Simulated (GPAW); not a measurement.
A run of GPAW 26.7.0 is set up as follows.

Contents of run.py:

```python
from ase.dft.bandgap import bandgap
from ase.io import read, write
from ase.units import GPa
from gpaw import GPAW, PW

atoms = read('POSCAR')
atoms.set_initial_magnetic_moments([2.0, 2.0, 0.0, 0.0])

calc = GPAW(mode=PW(800),
            xc='PBE',
            kpts={'size': (10, 10, 5), 'gamma': True},
            occupations={'name': 'fermi-dirac', 'width': 0.05},
            nbands=30,
            convergence={'density': 1e-05, 'energy': 1e-05},
            maxiter=150,
            txt='gpaw.txt')
atoms.calc = calc
energy = atoms.get_potential_energy()
forces = atoms.get_forces()
stress = atoms.get_stress()
calc.write('gs.gpw')
write('result.traj', atoms)
print(f'Energy: {energy:.6f} eV')
print('Forces (eV/A):')
print(forces.round(4))
print('Stress (GPa):', (stress / GPa).round(3))
print('Moments:', calc.get_magnetic_moments().round(3))
print('Fermi level:', round(calc.get_fermi_level(), 4), 'eV')
print(f'Gap: {bandgap(calc)[0]:.4f} eV, direct: {bandgap(calc, direct=True)[0]:.4f} eV')
```

File POSCAR:

```
CoO
1.0
    3.1976457435      0.0000000000      0.0000000000
   -1.5988228718      2.7692424462      0.0000000000
    0.0000000000      0.0000000000      5.2287097100
Co O
2 2
Direct
    0.3360110000      0.6774830000      0.4959470000
    0.0116800000      0.0069190000      0.0012790000
    0.3425860000      0.6630980000      0.8624600000
   -0.0158960000     -0.0233000000      0.3705840000
```

Potentials or basis: GPAW PAW data sets (gpaw-data 1.2.1), pw.

Command:

```bash
$ OMP_NUM_THREADS=1 python run.py
```

Problem. Estimate the net moment.

Solution. 5.83 μB per cell.

Problem. Estimate the site moments.

Solution. Co +2.43; O +0.24 μB.

Problem. Predict the largest force.

Solution. 0.581 eV/Å.

Problem. Predict the pressure.

Solution. 2.4 GPa.

Forces in eV/Å, atoms in the order of the input:
```
Co  -0.069 -0.507 -0.185
Co   0.053 -0.152 -0.391
O   -0.059  0.128  0.564
O    0.075  0.532  0.012
```

Caveat: semilocal functionals often make such compounds metallic where correlation or magnetic order opens a gap, which also shifts bond lengths.
